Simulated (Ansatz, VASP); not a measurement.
**One calculation of W, two programs**

```
W
1.0
     0.00000    2.04344    2.04344
     2.04344    0.00000    2.04344
     2.04344    2.04344    0.00000
W
1
Direct
  0.00000 0.00000 0.00000
```

This isn't the form of W at room conditions, which is bcc.

Alike in both runs: task single point; functional r2SCAN; k mesh 11 × 11 × 11; occupations fermi-dirac, width 0.05 eV; no spin polarisation.

```csv
,VASP,Ansatz
version,VASP 6.6.1,Ansatz 0.2.0
potentials or method,"VASP PAW PBE potentials, release 64 (W_sv)",Ansatz PAW
plane-wave cutoff (eV),520,500
valence electrons in the cell,14,14
```

Ansatz gave:

```
gap on the k mesh at the Fermi level (eV) : none
pressure (GPa)                            : -14.3
```

Problem. What did VASP give for the same quantities?

Solution. gap on the k mesh at the Fermi level (eV): none; pressure (GPa): -13.4.

A gap of «none» marks a metal or a gap that the smearing closes. The functional is the same, so the differences come from potentials, cutoffs and numerics.

Caveats: the PAW data sets were made with another functional, which shifts forces and pressure a little (VASP); the PAW data sets come from PBE, with cores solved anew for the run's functional, which leaves a small shift of forces and pressure (Ansatz). The runs have no spin-orbit coupling, so splittings on W are missing.
